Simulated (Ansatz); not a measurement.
# From a trial cell to the properties of wurtzite-structured MgTe

**What was measured.** A cell as deposited of hexagonal MgTe (space group P6_3mc), temperature not stated, from the Crystallography Open Database (1963), has a, c = 4.520, 7.330 Å and 32.42 Å³/atom.

Level of theory: DFT, PBE, scalar-relativistic, no spin polarisation; plane waves to 420 eV with PAW datasets (Ansatz 0.2.0), 8×8×6 k-mesh, Gaussian smearing of 0.05 eV; PAW files: Ansatz's generated set soft_2.

The start was a prototype's sites filled with these elements; the Crystallography Open Database holds the compound in this structure.

Starting cell, 3 % over the database's volume:

```cif
data_structure
_symmetry_space_group_name_H-M 'P 1'
_symmetry_Int_Tables_number 1
_cell_length_a 4.5468
_cell_length_b 4.5468
_cell_length_c 7.4466
_cell_angle_alpha 90.000
_cell_angle_beta 90.000
_cell_angle_gamma 120.000
_cell_volume 133.32
loop_
_atom_site_label
_atom_site_type_symbol
_atom_site_fract_x
_atom_site_fract_y
_atom_site_fract_z
_atom_site_occupancy
Mg1 Mg 0.66667 0.33333 0.00000 1
Mg2 Mg 0.33333 0.66667 0.50000 1
Te1 Te 0.66667 0.33333 0.62520 1
Te2 Te 0.33333 0.66667 0.12520 1
```

The runs in order:

| run | level | k-mesh | kind | V (Å³/atom) | P (GPa) | E − E(final) (meV/atom) | gap on the mesh (eV) |
| --- | --- | --- | --- | --- | --- | --- | --- |
| 1 | PBE | 8×8×6 | cell and atoms relaxed | 34.48 | 0.0 | 0.0 | 2.37 |

The final structure (symmetry read at 0.01 Å). The structure is hexagonal, space group P6_3mc (No. 186). The conventional cell has a = 4.608 Å, b = 4.608 Å, c = 7.501 Å, α = 90.00°, β = 90.00°, γ = 120.00°. Mg (site symmetry 3m) is surrounded by 4 Te at 2.82 Å. Te (site symmetry 3m) has 4 Mg at 2.82 Å as nearest neighbours. (Neighbours are counted to 15 % beyond the shortest distance.)

- At the final geometry the gap, band path included, is 2.37 eV.
- The equation of state gives B0 = 34 GPa and B0′ = 4.2.
- The elastic tensor is positive definite (smallest eigenvalue 10.6 GPa).
- Against the elements' standard states, run alike and uncorrected, the formation energy is -0.88 eV/atom.
- The runs in the table took roughly 1.4 core-minutes.

**Why it comes out so.**

Within 0.6 eV of the edges the projected states are 100 % Te 5p at the top of the valence band and 65 % Mg 3s at the bottom of the conduction band. Crossing the gap moves an electron from the anion's filled p shell to the metal's empty orbitals, as in polar semiconductors.

Shannon's ionic radii give a check on the bond lengths: Mg²⁺ with 4 neighbours 0.57 Å + Te²⁻ 2.21 Å (six-fold value) = 2.78 Å against a computed mean of 2.82 Å. Sums and bonds agree within 3 %, so ion sizes set the bond lengths.

**Against experiment.** PBE gives 4.608, 7.501 Å and 34.48 Å³/atom, +6.4 % in volume (+2.1 % in length) from the database's cell. PBE usually overestimates volumes, but by less than this. The static lattice also lacks zero-point motion and thermal expansion, roughly 1.1 to 2.7 % in volume at 300 K (room temperature assumed) by Grüneisen's rule, γ·3k_BT/(B0·V0) with γ of 1 to 2.5, so its own overestimate is larger than the figure. The database's entry may also be off.

Semilocal functionals underestimate band gaps, commonly by a third or more. No spin–orbit coupling, a notable omission for heavy elements.
